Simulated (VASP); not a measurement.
**SrO in VASP: one cell, several levels of theory**

SrO built on the rocksalt prototype, under +4.0 % biaxial strain in the (111) plane, free along [111] is computed at one geometry. Runs: PBE, r2SCAN.

The runs shown are made with VASP 6.6.1. PAW datasets, plane waves. Computed at 0 K without zero-point motion; spin polarisation is off.

**1. The structure to begin with**

The cell comes from an earlier relaxation with r2SCAN in another program, then strained, with the atoms relaxed again.

Space group R-3m (No. 166), trigonal; conventional cell a = 3.794 Å, c = 8.690 Å, 18.06 Å³ an atom. Sr has 6 O at 2.63 Å; O has 6 Sr at 2.63 Å.

The structure in full:

Space group R-3m:H (No. 166). a = 3.794 Å, b = 3.794 Å, c = 8.690 Å, α = 90.00°, β = 90.00°, γ = 120.00°
```json
{"atom": "Sr", "site": "3a", "symmetry": "-3m", "x": "0.0000", "y": "0.0000", "z": "0.0000"}
{"atom": "O", "site": "3b", "symmetry": "-3m", "x": "0.3333", "y": "0.6667", "z": "0.1667"}
```

**2. Single point with PBE**

Contents of INCAR:

```
ENCUT = 520.000000
SIGMA = 0.020000
EDIFF = 1.00e-07
GGA = PE
PREC = Accurate
IBRION = -1
ISIF = 2
ISMEAR = -1
NBANDS = 15
NELM = 120
NSW = 0
LASPH = .TRUE.
LCHARG = .FALSE.
LWAVE = .FALSE.
LREAL = .FALSE.
```

Contents of KPOINTS:

```
KPOINTS created by Atomic Simulation Environment
0
Gamma
8 8 8
0 0 0
```

Contents of KPOINTS_OPT:

```
special points
7
Reciprocal
0.0000000000 0.0000000000 0.0000000000 1
0.5000000000 0.0000000000 0.5000000000 1
0.6250000000 0.2500000000 0.6250000000 1
0.3750000000 0.3750000000 0.7500000000 1
0.5000000000 0.5000000000 0.5000000000 1
0.5000000000 0.2500000000 0.7500000000 1
0.0000000000 0.5000000000 0.5000000000 1
```

Contents of POSCAR:

```
Sr O
 1.0000000000000000
    -0.1162875728000000    2.5668004474999999    2.5668004474999999
     2.5668004474999999   -0.1162875728000000    2.5668004474999999
     2.5668004474999999    2.5668004474999999   -0.1162875728000000
 Sr  O
   1   1
Cartesian
  0.0000000000000000  0.0000000000000000  0.0000000000000000
  2.5086566610999999  2.5086566610999994  2.5086566610999994
```

Potentials: the recommended PBE PAW datasets, 16 valence electrons in the neutral cell.

Launch:

```sh
$ mpirun -np 1 vasp_std
```

**3. r2SCAN**

Contents of INCAR:

```
ENCUT = 520.000000
SIGMA = 0.010000
EDIFF = 1.00e-07
ALGO = Normal
METAGGA = R2SCAN
PREC = Accurate
IBRION = -1
ISIF = 2
ISMEAR = 0
NBANDS = 15
NELM = 120
NSW = 0
LASPH = .TRUE.
LCHARG = .TRUE.
LELF = .TRUE.
LWAVE = .FALSE.
LREAL = .FALSE.
```

KPOINTS is that of step 2.

KPOINTS_OPT is that of step 2.

POSCAR is that of step 2.

**Question.** What will these runs give? Wanted: for each run, gap; pressure.

As calculated:

```
 level  gap (eV)  pressure (GPa)
   PBE      3.17           -2.08
r2SCAN      3.65           -3.96
```

The gap runs from 3.17 eV (PBE) to 3.65 eV (r2SCAN). At this one volume the pressure spans -4.0 GPa (r2SCAN) to -2.1 GPa (PBE): PBE wants the largest cell and r2SCAN the smallest.
